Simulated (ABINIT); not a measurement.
## Quasiparticle gap of BP (F-43m) in ABINIT

Wanted: ground state, empty states, screening and self-energy for BP (F-43m).

Method: PBE and many-body steps on it, plane waves, in ABINIT 10.8.3.

## Step 1: The starting structure

It takes space group F-43m (No. 216, cubic). The conventional cell has a = 4.538 Å, b = 4.538 Å, c = 4.538 Å, α = 90.00°, β = 90.00°, γ = 90.00°. Nearest to B lie 4 P at 1.97 Å. Nearest to P lie 4 B at 1.97 Å. Farther neighbours are not listed.

The cell and positions come from the Crystallography Open Database and are kept as given unless a step says otherwise.

## Step 2: Ground state

This step: ABINIT 10.8.3; DFT, PBE, plane waves, norm-conserving pseudopotentials.

The ground-state density comes first.

run.abi

```
acell 3*1.0 Angstrom
rprim 
  0.000000000000 2.269000000000 2.269000000000
  2.269000000000 0.000000000000 2.269000000000
  2.269000000000 2.269000000000 0.000000000000
ntypat 2
znucl 5 15
natom 2
typat 1 2
xred 
  0.000000000000 0.000000000000 0.000000000000
  0.250000000000 0.250000000000 0.250000000000
pp_dirpath "pseudos"
pseudos "B.upf, P.upf"
ecut 34
ngkpt 8 8 8
nshiftk 1
shiftk 0 0 0
kptopt 1
chksymbreak 0
nband 9
occopt 1
tolvrs 1e-10
nstep 60
prtwf 0
optforces 0
optstress 0
indata_prefix "in"
outdata_prefix "out"
tmpdata_prefix "tmp"
```

Started as:

```console
$ OMP_NUM_THREADS=1 mpirun -n 4 abinit run.abi > log
```

Numbers of over 12 decimals in the logs are rounded to 6 here.

What it wrote:

```text
.Version 10.8.3 of ABINIT. v10.8.2 released Aug 2026.

 Symmetries : space group F-4 3 m (#216); Bravais cF (face-center cubic)
================================================================================
 Values of the parameters that define the memory need of the present run
     intxc =       0    ionmov =       0      iscf =       7    lmnmax =       6
     lnmax =       6     mgfft =      32  mpssoang =       3    mqgrid =    3001
     natom =       2  nloc_mem =       1    nspden =       1   nspinor =       1
    nsppol =       1      nsym =      24    n1xccc =    2501    ntypat =       2
    occopt =       1   xclevel =       2
-    mband =           9        mffmem =           1         mkmem =           8
       mpw =        1506          nfft =       32768          nkpt =          29
================================================================================
  Rough estimation (10% accuracy) of disk space for files :
================================================================================

--------------------------------------------------------------------------------
------------- Echo of variables that govern the present computation ------------
--------------------------------------------------------------------------------
 -outvars: echo values of preprocessed input variables --------
            acell      1.8897261259E+00  1.8897261259E+00  1.8897261259E+00 Bohr

      chksymbreak           0
             ecut      3.40000000E+01 Hartree
-          fftalg         312

              ixc     -101130
              kpt      0.00000000E+00  0.00000000E+00  0.00000000E+00
                       1.25000000E-01  0.00000000E+00  0.00000000E+00
                       2.50000000E-01  0.00000000E+00  0.00000000E+00
                       3.75000000E-01  0.00000000E+00  0.00000000E+00
                       5.00000000E-01  0.00000000E+00  0.00000000E+00
                       1.25000000E-01  1.25000000E-01  0.00000000E+00
                       2.50000000E-01  1.25000000E-01  0.00000000E+00
                       3.75000000E-01  1.25000000E-01  0.00000000E+00
                       5.00000000E-01  1.25000000E-01  0.00000000E+00
   [... 18 further rows ...]
                      -3.75000000E-01  5.00000000E-01  1.25000000E-01
                      -2.50000000E-01  5.00000000E-01  2.50000000E-01
         kptrlatt        8    0    0      0    8    0      0    0    8
          kptrlen      4.85107901E+01
P           mkmem           8
            natom           2
            nband           9
            ngfft          32      32      32
             nkpt          29
            nstep          60
             nsym          24
           ntypat           2
              occ      2.000000  2.000000  2.000000  2.000000  0.000000  0.000000
[...]
optforces           0
        optstress           0
            prtwf           0
            rprim      0.0000000000E+00  2.2690000000E+00  2.2690000000E+00
[...]
spgroup         216

           tolvrs      1.00000000E-10

             xred      0.0000000000E+00  0.0000000000E+00  0.0000000000E+00
[...]
znucl        5.00000   15.00000

================================================================================

 chkinp: Checking input parameters for consistency.

================================================================================
== DATASET  1 ==================================================================
-   mpi_nproc: 4, omp_nthreads: 1 (-1 if OMP is not activated)

--- !DatasetInfo
iteration_state: {dtset: 1, }
dimensions: {natom: 2, nkpt: 29, mband: 9, nsppol: 1, nspinor: 1, nspden: 1, mpw: 1506, }
cutoff_energies: {ecut:  34.0, pawecutdg:  -1.0, }
electrons: {nelect:   8.00000000E+00, charge:   0.00000000E+00, occopt:   1.00000000E+00, tsmear:   1.00000000E-02, }

 Real(R)+Recip(G) space primitive vectors, cartesian coordinates (Bohr,Bohr^-1):
 R(1)=  0.0000000  4.2877886  4.2877886  G(1)= -0.1166102  0.1166102  0.1166102
 R(2)=  4.2877886  0.0000000  4.2877886  G(2)=  0.1166102 -0.1166102  0.1166102
 R(3)=  4.2877886  4.2877886  0.0000000  G(3)=  0.1166102  0.1166102 -0.1166102
 Unit cell volume ucvol=  1.5766311E+02 bohr^3
 Angles (23,13,12)=  6.00000000E+01  6.00000000E+01  6.00000000E+01 degrees

 getcut: wavevector=  0.0000  0.0000  0.0000  ngfft=  32  32  32
         ecut(hartree)=     34.000   => boxcut(ratio)=   2.01047

--- Pseudopotential description ------------------------------------------------
- B Generated using ONCVPSP code by D. R. Hamann
-  5.00000   3.00000  171031                  znucl, zion, pspdat
12 -101130 1 -1 1534                          pspcod,pspxc,lmax,lloc,mmax
     nproj     2     2     0
  pspatm : epsatm=    3.38844616
         --- l  ekb(1:nproj) -->
[...]
pspatm: atomic psp has been read  and splines computed

- P Generated using ONCVPSP code by D. R. Hamann
- 15.00000   5.00000  171031                  znucl, zion, pspdat
12 -101130 2 -1 1298                          pspcod,pspxc,lmax,lloc,mmax
     nproj     2     2     2
  pspatm : epsatm=    8.05910421
         --- l  ekb(1:nproj) -->
[...]
2   -3.154982   -0.827415
 pspatm: atomic psp has been read  and splines computed

   9.15804030E+01                                ecore*ucvol(ha*bohr**3)
--------------------------------------------------------------------------------

_setup2: Arith. and geom. avg. npw (full set) are    1493.475    1493.449

================================================================================

--- !BeginCycle
iteration_state: {dtset: 1, }
solver: {iscf: 7, nstep: 60, nline: 4, wfoptalg: 0, }
tolerances: {tolvrs: 1.00E-10, }

     iter   Etot(hartree)      deltaE(h)  residm     vres2
 ETOT  1  -9.869870    -9.870E+00 5.216E-02 9.030E+01
 ETOT  2  -9.892252    -2.238E-02 4.815E-03 1.817E+01
 ETOT  3  -9.896686    -4.435E-03 5.351E-03 1.261E-01
 ETOT  4  -9.896710    -2.323E-05 7.433E-03 2.373E-03
 ETOT  5  -9.896710    -1.775E-07 5.378E-03 4.971E-05
 ETOT  6  -9.896710    -3.536E-09 2.331E-03 6.175E-07
 ETOT  7  -9.896710    -5.026E-11 7.999E-04 1.692E-08
 ETOT  8  -9.896710    -9.450E-13 1.683E-04 3.445E-10
 ETOT  9  -9.896710     2.363E-13 6.151E-05 1.548E-12

 At SCF step    9       vres2   =  1.55E-12 < tolvrs=  1.00E-10 =>converged.

--- !ResultsGS
iteration_state: {dtset: 1, }
comment   : Summary of ground state results
lattice_vectors:
- [  0.0000000,   4.2877886,   4.2877886, ]
- [  4.2877886,   0.0000000,   4.2877886, ]
- [  4.2877886,   4.2877886,   0.0000000, ]
lattice_lengths: [   6.06385,    6.06385,    6.06385, ]
lattice_angles: [ 60.000,  60.000,  60.000, ] # degrees, (23, 13, 12)
lattice_volume:   1.5766311E+02
convergence: {deltae:  2.363E-13, res2:  1.548E-12, residm:  6.151E-05, diffor:  0.000E+00, }
etotal    :  -9.89670974E+00
entropy   :   0.00000000E+00
fermie    :   2.67006735E-01
cartesian_stress_tensor: null
pressure_GPa: null
xred      :
- [  0.0000E+00,   0.0000E+00,   0.0000E+00,  B]
- [  2.5000E-01,   2.5000E-01,   2.5000E-01,  P]
cartesian_forces: null
force_length_stats: {min: null, max: null, mean: null, }

 Integrated electronic density in atomic spheres:
 ------------------------------------------------
 Atom  Sphere_radius  Integrated_density
    1        2.00000          2.70990900
    2        2.00000          2.92263652
================================================================================

 ----iterations are completed or convergence reached----

 Mean square residual over all n,k,spin=   47.057E-08; max=  61.505E-06
 reduced coordinates (array xred) for    2 atoms
       0.000000000000      0.000000000000      0.000000000000
       0.250000000000      0.250000000000      0.250000000000
 rms dE/dt=  0.0000E+00; max dE/dt=  0.0000E+00; dE/dt below (all hartree)
    1       0.000000000000      0.000000000000      0.000000000000
    2       0.000000000000      0.000000000000      0.000000000000

 cartesian coordinates (angstrom) at end:
    1      0.000000     0.000000     0.000000
    2      1.134500     1.134500     1.134500
 length scales=  1.889726125908  1.889726125908  1.889726125908 bohr
              =  1.000000000000  1.000000000000  1.000000000000 angstroms
 prteigrs : about to open file out_EIG
 Fermi (or HOMO) energy (hartree) =   0.26701   Average Vxc (hartree)=  -0.39956
 Eigenvalues (hartree) for nkpt=  29  k points:
 kpt#   1, nband=  9, wtk=  0.00195, kpt=  0.0000  0.0000  0.0000 (reduced coord)
  -0.30111    0.26701    0.26701    0.26701    0.39220    0.39220    0.39220    0.53740
   0.69048
 prteigrs : prtvol=0 or 1, do not print more k-points.

--- !EnergyTerms
iteration_state     : {dtset: 1, }
comment             : Components of total free energy in Hartree
kinetic             :  4.64395738634320E+00
hartree             :  6.30836753486012E-01
xc                  : -3.32226206940715E+00
Ewald energy        : -1.04916197636976E+01
psp_core            :  5.80861330051174E-01
local_psp           : -2.96903600272399E+00
non_local_psp       :  1.03055262904093E+00
total_energy        : -9.89670973690742E+00
total_energy_eV     : -2.69303191215349E+02
band_energy         :  2.27567509801290E-01

== END DATASET(S) ==============================================================
================================================================================

 -outvars: echo values of variables after computation  --------
           etotal     -9.8967097369E+00
            nband           9
             nkpt          29
          spgroup         216
 [... the other variables as echoed above ...]

 Calculation completed.
```

Elapsed: 4.1 s, on 4 MPI ranks of Arm Neoverse V1, shared host; peak memory 0.25 GiB; 16 s of CPU time.

Numbers from this step:

| Item | Value |
| --- | --- |
| total energy | -269.3032 eV |
| gap | 1.280 eV |
| k of the valence top | 0, 0, 0 |
| k of the conduction bottom | 0.375, 0.375, 0 |
| least direct gap | 3.407 eV |

The gap is indirect, with the least direct gap 2.13 eV higher.

(Continued in part 2 of 3.)

[Paths, hosts, dates, memory and timing lines, banners, echoed tables and standing remarks are left out of the program output.]

[Logs are printed without paths, hosts, clocks, repeated set-up lines and the standing remarks that a program may print on its own settings, such as how far it seeks lower states.]

[Runs of the session that timed out or met a known fault of the program may be left out.]

[Hosts, paths, dates, database ids (printed as entryN), source tags and the programs' standing remarks are cut or masked in the printed files.]

[G0W0 gaps are taken among the corrected bands and points alone; a level outside them can change the order at an edge.]

[Where Ansatz stands beside ABINIT at settings called matched, ABINIT's density can come from a denser mesh and the files from another edition; pairs whose starting gaps differed by over 0.03 eV were left out, so agreement reads better than it is.]
